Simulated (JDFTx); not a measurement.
# BeTe (F-43m) in JDFTx: further runs

One crystal, BeTe, is run at these levels: LDA, PBEsol; tasks: band structure.

Everything below comes from runs of JDFTx 1.7.0 (patched build). Logs are shortened: lines on timing, memory, paths and dates and some standing lists are left out, and cuts for length are marked. The log counts tension as positive stress, the text compression.

## 1. The crystal as given

It takes space group F-43m (No. 216, cubic). The conventional cell has a = 5.540 Å, b = 5.540 Å, c = 5.540 Å, α = 90.00°, β = 90.00°, γ = 90.00°. Te (site symmetry -43m) has 4 Be at 2.40 Å as nearest neighbours. Be (site symmetry -43m) is surrounded by 4 Te at 2.40 Å.

## 2. Band structure, LDA

The input, bands.in:

```
include BeTe.lattice
coords-type Lattice
include BeTe.ionpos

ion-species pseudo/Te.upf
ion-species pseudo/Be.upf
elec-cutoff 44 352
elec-ex-corr lda-PW
elec-smearing Fermi 0.0018374661
elec-n-bands 16
electronic-minimize nIterations 30 energyDiffThreshold 1e-06
davidson-band-ratio 1.3
forces-output-coords Cartesian
include path.kpoints
symmetries none
fix-electron-density run.$VAR

dump-name bands.$VAR
dump End Ecomponents EigStats BandEigs Kpoints Forces
```

The input, BeTe.lattice:

```
lattice \
    0.0000000000     5.2345413652     5.2345413652 \
    5.2345413652     0.0000000000     5.2345413652 \
    5.2345413652     5.2345413652     0.0000000000
```

The input, BeTe.ionpos:

```
ion Te     0.7500000000     0.7500000000     0.7500000000 1
ion Be     0.0000000000     0.0000000000     0.0000000000 1
```

The input, path.kpoints:

```
kpoint +0.0000000000 +0.0000000000 +0.0000000000 0.020000000000
kpoint +0.0714285714 +0.0000000000 +0.0714285714 0.020000000000
kpoint +0.1428571429 +0.0000000000 +0.1428571429 0.020000000000
kpoint +0.2142857143 +0.0000000000 +0.2142857143 0.020000000000
kpoint +0.2857142857 +0.0000000000 +0.2857142857 0.020000000000
kpoint +0.3571428571 +0.0000000000 +0.3571428571 0.020000000000
kpoint +0.4285714286 +0.0000000000 +0.4285714286 0.020000000000
kpoint +0.5000000000 +0.0000000000 +0.5000000000 0.020000000000
kpoint +0.5000000000 +0.0833333333 +0.5833333333 0.020000000000
kpoint +0.5000000000 +0.1666666667 +0.6666666667 0.020000000000
kpoint +0.5000000000 +0.2500000000 +0.7500000000 0.020000000000
kpoint +0.4375000000 +0.3125000000 +0.7500000000 0.020000000000
kpoint +0.3750000000 +0.3750000000 +0.7500000000 0.020000000000
kpoint +0.3281250000 +0.3281250000 +0.6562500000 0.020000000000
kpoint +0.2812500000 +0.2812500000 +0.5625000000 0.020000000000
kpoint +0.2343750000 +0.2343750000 +0.4687500000 0.020000000000
kpoint +0.1875000000 +0.1875000000 +0.3750000000 0.020000000000
kpoint +0.1406250000 +0.1406250000 +0.2812500000 0.020000000000
kpoint +0.0937500000 +0.0937500000 +0.1875000000 0.020000000000
kpoint +0.0468750000 +0.0468750000 +0.0937500000 0.020000000000
kpoint +0.0000000000 +0.0000000000 +0.0000000000 0.020000000000
kpoint +0.0833333333 +0.0833333333 +0.0833333333 0.020000000000
kpoint +0.1666666667 +0.1666666667 +0.1666666667 0.020000000000
kpoint +0.2500000000 +0.2500000000 +0.2500000000 0.020000000000
kpoint +0.3333333333 +0.3333333333 +0.3333333333 0.020000000000
kpoint +0.4166666667 +0.4166666667 +0.4166666667 0.020000000000
kpoint +0.5000000000 +0.5000000000 +0.5000000000 0.020000000000
kpoint +0.5250000000 +0.4500000000 +0.5250000000 0.020000000000
kpoint +0.5500000000 +0.4000000000 +0.5500000000 0.020000000000
kpoint +0.5750000000 +0.3500000000 +0.5750000000 0.020000000000
kpoint +0.6000000000 +0.3000000000 +0.6000000000 0.020000000000
kpoint +0.6250000000 +0.2500000000 +0.6250000000 0.020000000000
kpoint +0.5625000000 +0.2500000000 +0.6875000000 0.020000000000
kpoint +0.5000000000 +0.2500000000 +0.7500000000 0.020000000000
kpoint +0.5000000000 +0.2916666667 +0.7083333333 0.020000000000
kpoint +0.5000000000 +0.3333333333 +0.6666666667 0.020000000000
kpoint +0.5000000000 +0.3750000000 +0.6250000000 0.020000000000
kpoint +0.5000000000 +0.4166666667 +0.5833333333 0.020000000000
kpoint +0.5000000000 +0.4583333333 +0.5416666667 0.020000000000
kpoint +0.5000000000 +0.5000000000 +0.5000000000 0.020000000000
kpoint +0.4791666667 +0.4791666667 +0.5416666667 0.020000000000
kpoint +0.4583333333 +0.4583333333 +0.5833333333 0.020000000000
kpoint +0.4375000000 +0.4375000000 +0.6250000000 0.020000000000
kpoint +0.4166666667 +0.4166666667 +0.6666666667 0.020000000000
kpoint +0.3958333333 +0.3958333333 +0.7083333333 0.020000000000
kpoint +0.3750000000 +0.3750000000 +0.7500000000 0.020000000000
kpoint +0.6250000000 +0.2500000000 +0.6250000000 0.020000000000
kpoint +0.5833333333 +0.1666666667 +0.5833333333 0.020000000000
kpoint +0.5416666667 +0.0833333333 +0.5416666667 0.020000000000
kpoint +0.5000000000 +0.0000000000 +0.5000000000 0.020000000000
```

Potentials or basis: PseudoDojo-SR-LDA-0.4.1-standard with smoothed tails.

On the command line:

```console
jdftx -c 1 -i bands.in -o bands.out
```

Log:

```text
*************** JDFTx 1.7.0 (patched build) ***************

Input parsed successfully to the following command list (including defaults):
[... the input with its defaults ...]

---------- Initializing the Grid ----------
R =
[            0      5.23454      5.23454  ]
[      5.23454            0      5.23454  ]
[      5.23454      5.23454            0  ]
unit cell volume = 286.857
G =
[  -0.600166   0.600166   0.600166  ]
[   0.600166  -0.600166   0.600166  ]
[   0.600166   0.600166  -0.600166  ]
Minimum fftbox size, Smin = [  64  64  64  ]
Chosen fftbox size, S = [  64  64  64  ]

---------- Initializing tighter grid for wavefunction operations ----------
R =
[            0      5.23454      5.23454  ]
[      5.23454            0      5.23454  ]
[      5.23454      5.23454            0  ]
unit cell volume = 286.857
G =
[  -0.600166   0.600166   0.600166  ]
[   0.600166  -0.600166   0.600166  ]
[   0.600166   0.600166  -0.600166  ]
Minimum fftbox size, Smin = [  48  48  48  ]
Chosen fftbox size, S = [  48  48  48  ]

---------- Exchange Correlation functional ----------
Initalized Slater LDA exchange.
Initalized Perdew-Wang LDA correlation.

---------- Setting up pseudopotentials ----------
Width of ionic core gaussian charges (only for fluid interactions / plotting) set to 0

Reading pseudopotential file 'pseudo/Te.upf':
  'Te' pseudopotential, 'SLA  PW   NOGX NOGC' functional
  Generated using ONCVPSP code by D. R. Hamann
  16 valence electrons, 3 orbitals, 6 projectors, 1001 radial grid points, with lMax = 2
    4D    l: 2   occupation: 10.0   eigenvalue: -1.532468
    5S    l: 0   occupation:  2.0   eigenvalue: -0.564382
    5P    l: 1   occupation:  4.0   eigenvalue: -0.224579
  Core radius for overlap checks: 2.04 bohrs.

Reading pseudopotential file 'pseudo/Be.upf':
  'Be' pseudopotential, 'SLA  PW   NOGX NOGC' functional
  Generated using ONCVPSP code by D. R. Hamann
  4 valence electrons, 2 orbitals, 4 projectors, 1001 radial grid points, with lMax = 1
    1S    l: 0   occupation:  2.0   eigenvalue: -3.856717
    2S    l: 0   occupation:  2.0   eigenvalue: -0.205803
  Core radius for overlap checks: 1.30 bohrs.

Initialized 2 species with 2 total atoms.

Folded 50 k-points by 1x1x1 to 50 k-points.

---------- Setting up k-points, bands, fillings ----------
No reducable k-points.
Computing the number of bands and number of electrons
Calculating initial fillings.
nElectrons:  20.000000   nBands: 16   nStates: 50

----- Setting up reduced wavefunction bases (one per k-point) -----
average nbasis = 3998.360 , ideal nbasis = 3998.885

---------- Setting up ewald sum ----------
Optimum gaussian width for ewald sums = 2.377438 bohr.
Real space sum over 1331 unit cells with max indices [  5  5  5  ]
Reciprocal space sum over 2197 terms with max indices [  6  6  6  ]

---------- Allocating electronic variables ----------
Reading n from file 'run.n' ... done
Initializing wave functions:  linear combination of atomic orbitals
Note: number of bands (16) exceeds available atomic orbitals (11)

----------- Band structure minimization -------------
Minimization will be done independently for each quantum number.

---- Minimization of quantum number:     0  [ +0.0000000 +0.0000000 +0.0000000 ]  0.040000000 ----
BandDavidson: Iter:   0  Eband: -0.141711379199729
BandDavidson: Iter:   1  Eband: -0.180386591099613  dEband: -3.867521e-02
BandDavidson: Iter:   2  Eband: -0.187523381470695  dEband: -7.136790e-03
BandDavidson: Iter:   3  Eband: -0.188145281403608  dEband: -6.218999e-04
[... 631 lines of inner loops ...]
BandDavidson: Iter:   8  Eband: -0.178351178849420  dEband: -1.781739e-06
BandDavidson: Iter:   9  Eband: -0.178351872943766  dEband: -6.940943e-07
BandDavidson: Converged (dEband<1.000000e-06)
	FillingsUpdate:  mu: +0.333688229  nElectrons: 20.000000

Dumping 'bands.eigStats' ...
	eMin: -3.326488 at state 0 ( [ +0.000000 +0.000000 +0.000000 ] spin 0 )
	HOMO: +0.300026 at state 0 ( [ +0.000000 +0.000000 +0.000000 ] spin 0 )
	mu  : +0.333688
	LUMO: +0.365327 at state 49 ( [ +0.500000 +0.000000 +0.500000 ] spin 0 )
	eMax: +0.794844 at state 49 ( [ +0.500000 +0.000000 +0.500000 ] spin 0 )
	HOMO-LUMO gap: +0.065300
	Optical gap  : +0.132378 at state 0 ( [ +0.000000 +0.000000 +0.000000 ] spin 0 )
Done!
[note: mu, HOMO and LUMO in a band run belong to the points of the path alone and aren't those of the crystal]
```

Run time: 44 s. Hardware: 1 thread of Arm Neoverse V1, shared host; peak memory 0.11 GiB.

What came out:

```
Band gap along the path : 1.78 eV, indirect (least direct gap 3.60 eV)
```

Levels at the corners of the path, in eV from the valence-band top:
```csv
point,band 8,band 9,band 10,band 11,band 12,band 13
Γ,0.00,0.00,0.00,3.60,3.60,3.60
X,-5.32,-2.82,-2.82,1.78,2.63,10.02
W,-4.72,-3.96,-3.45,5.26,5.52,5.66
K,-4.93,-4.16,-2.38,2.60,5.31,8.10
Γ,0.00,0.00,0.00,3.60,3.60,3.60
L,-5.83,-1.20,-1.20,3.21,4.59,4.59
U,-4.93,-4.16,-2.38,2.60,5.31,8.10
W,-4.72,-3.96,-3.45,5.26,5.52,5.66
L,-5.83,-1.20,-1.20,3.21,4.59,4.59
K,-4.93,-4.16,-2.38,2.60,5.31,8.10
U,-4.93,-4.16,-2.38,2.60,5.31,8.10
X,-5.32,-2.82,-2.82,1.78,2.63,10.02
```

Caveat: spin-orbit coupling is left out, which moves the levels of the heavy elements.

## 3. Band structure, PBEsol

bands.in, as its differences from that of step 2:

```diff
@@ -1,4 +1,8 @@
-include BeTe.lattice
+lattice \
+    0.0000000000     5.2345413652     5.2345413652 \
+    5.2345413652     0.0000000000     5.2345413652 \
+    5.2345413652     5.2345413652     0.0000000000
 coords-type Lattice
-include BeTe.ionpos
+ion Te     0.7500000000     0.7500000000     0.7500000000 1
+ion Be     0.0000000000     0.0000000000     0.0000000000 1
 
@@ -7,3 +11,3 @@
 elec-cutoff 44 352
-elec-ex-corr lda-PW
+elec-ex-corr gga-PBEsol
 elec-smearing Fermi 0.0018374661
```

path.kpoints is that of step 2.

Potentials or basis: PseudoDojo-SR-PBEsol-0.4.1-standard with smoothed tails.

On the command line:

```console
jdftx -c 1 -i bands.in -o bands.out
```

Log:

```text
*************** JDFTx 1.7.0 (patched build) ***************

Input parsed successfully to the following command list (including defaults):
[... the input with its defaults ...]

---------- Initializing the Grid ----------
R =
[            0      5.23454      5.23454  ]
[      5.23454            0      5.23454  ]
[      5.23454      5.23454            0  ]
unit cell volume = 286.857
G =
[  -0.600166   0.600166   0.600166  ]
[   0.600166  -0.600166   0.600166  ]
[   0.600166   0.600166  -0.600166  ]
Minimum fftbox size, Smin = [  64  64  64  ]
Chosen fftbox size, S = [  64  64  64  ]

---------- Initializing tighter grid for wavefunction operations ----------
R =
[            0      5.23454      5.23454  ]
[      5.23454            0      5.23454  ]
[      5.23454      5.23454            0  ]
unit cell volume = 286.857
G =
[  -0.600166   0.600166   0.600166  ]
[   0.600166  -0.600166   0.600166  ]
[   0.600166   0.600166  -0.600166  ]
Minimum fftbox size, Smin = [  48  48  48  ]
Chosen fftbox size, S = [  48  48  48  ]

---------- Exchange Correlation functional ----------
Initalized PBEsol GGA exchange.
Initalized PBEsol GGA correlation.

---------- Setting up pseudopotentials ----------
Width of ionic core gaussian charges (only for fluid interactions / plotting) set to 0

Reading pseudopotential file 'pseudo/Te.upf':
  'Te' pseudopotential, 'PBESOL' functional
  Generated using ONCVPSP code by D. R. Hamann
  16 valence electrons, 3 orbitals, 6 projectors, 1001 radial grid points, with lMax = 2
    4D    l: 2   occupation: 10.0   eigenvalue: -1.528329
    5S    l: 0   occupation:  2.0   eigenvalue: -0.556831
    5P    l: 1   occupation:  4.0   eigenvalue: -0.219319
  Core radius for overlap checks: 2.04 bohrs.

Reading pseudopotential file 'pseudo/Be.upf':
  'Be' pseudopotential, 'PBESOL' functional
  Generated using ONCVPSP code by D. R. Hamann
  4 valence electrons, 2 orbitals, 4 projectors, 1001 radial grid points, with lMax = 1
    1S    l: 0   occupation:  2.0   eigenvalue: -3.875373
    2S    l: 0   occupation:  2.0   eigenvalue: -0.203711
  Core radius for overlap checks: 1.30 bohrs.

Initialized 2 species with 2 total atoms.

Folded 50 k-points by 1x1x1 to 50 k-points.

---------- Setting up k-points, bands, fillings ----------
No reducable k-points.
Computing the number of bands and number of electrons
Calculating initial fillings.
nElectrons:  20.000000   nBands: 16   nStates: 50

----- Setting up reduced wavefunction bases (one per k-point) -----
average nbasis = 3998.360 , ideal nbasis = 3998.885

---------- Setting up ewald sum ----------
Optimum gaussian width for ewald sums = 2.377438 bohr.
Real space sum over 1331 unit cells with max indices [  5  5  5  ]
Reciprocal space sum over 2197 terms with max indices [  6  6  6  ]

---------- Allocating electronic variables ----------
Reading n from file 'run.n' ... done
Initializing wave functions:  linear combination of atomic orbitals
Note: number of bands (16) exceeds available atomic orbitals (11)

----------- Band structure minimization -------------
Minimization will be done independently for each quantum number.

---- Minimization of quantum number:     0  [ +0.0000000 +0.0000000 +0.0000000 ]  0.040000000 ----
BandDavidson: Iter:   0  Eband: -0.139618744227542
BandDavidson: Iter:   1  Eband: -0.178171740325425  dEband: -3.855300e-02
BandDavidson: Iter:   2  Eband: -0.185229538025089  dEband: -7.057798e-03
BandDavidson: Iter:   3  Eband: -0.185840378099255  dEband: -6.108401e-04
[... 632 lines of inner loops ...]
BandDavidson: Iter:   8  Eband: -0.175564114036414  dEband: -1.644510e-06
BandDavidson: Iter:   9  Eband: -0.175564744262256  dEband: -6.302258e-07
BandDavidson: Converged (dEband<1.000000e-06)
	FillingsUpdate:  mu: +0.339415393  nElectrons: 20.000000

Dumping 'bands.eigStats' ...
	eMin: -3.346530 at state 0 ( [ +0.000000 +0.000000 +0.000000 ] spin 0 )
	HOMO: +0.306231 at state 0 ( [ +0.000000 +0.000000 +0.000000 ] spin 0 )
	mu  : +0.339415
	LUMO: +0.370580 at state 49 ( [ +0.500000 +0.000000 +0.500000 ] spin 0 )
	eMax: +0.802678 at state 49 ( [ +0.500000 +0.000000 +0.500000 ] spin 0 )
	HOMO-LUMO gap: +0.064349
	Optical gap  : +0.132305 at state 0 ( [ +0.000000 +0.000000 +0.000000 ] spin 0 )
Done!
[note: mu, HOMO and LUMO in a band run belong to the points of the path alone and aren't those of the crystal]
```

It took 44 s on 1 thread of Arm Neoverse V1, shared host; peak memory 0.12 GiB.

Results:

```
Band gap along the path : 1.75 eV, indirect (least direct gap 3.60 eV)
```

Levels at the corners of the path, in eV from the valence-band top:
| point | band 6 | band 7 | band 8 | band 9 | band 10 | band 11 | band 12 | band 13 | band 14 |
| --- | --- | --- | --- | --- | --- | --- | --- | --- | --- |
| Γ | -36.33 | -12.67 | 0.00 | 0.00 | 0.00 | 3.60 | 3.60 | 3.60 | 4.10 |
| X | -36.32 | -10.66 | -5.38 | -2.83 | -2.83 | 1.75 | 2.57 | 10.12 | 10.12 |
| W | -36.32 | -10.62 | -4.78 | -3.99 | -3.47 | 5.23 | 5.52 | 5.69 | 6.44 |
| K | -36.32 | -10.69 | -4.99 | -4.19 | -2.39 | 2.57 | 5.30 | 8.14 | 8.50 |
| Γ | -36.33 | -12.67 | 0.00 | 0.00 | 0.00 | 3.60 | 3.60 | 3.60 | 4.10 |
| L | -36.33 | -11.20 | -5.88 | -1.21 | -1.21 | 3.19 | 4.57 | 4.57 | 7.77 |
| U | -36.32 | -10.69 | -4.99 | -4.19 | -2.39 | 2.57 | 5.30 | 8.14 | 8.50 |
| W | -36.32 | -10.62 | -4.78 | -3.99 | -3.47 | 5.23 | 5.52 | 5.69 | 6.44 |
| L | -36.33 | -11.20 | -5.88 | -1.21 | -1.21 | 3.19 | 4.57 | 4.57 | 7.77 |
| K | -36.32 | -10.69 | -4.99 | -4.19 | -2.39 | 2.57 | 5.30 | 8.14 | 8.50 |
| U | -36.32 | -10.69 | -4.99 | -4.19 | -2.39 | 2.57 | 5.30 | 8.14 | 8.50 |
| X | -36.32 | -10.66 | -5.38 | -2.83 | -2.83 | 1.75 | 2.57 | 10.12 | 10.12 |

Caveat: spin-orbit coupling is left out, which moves the levels of the heavy elements.
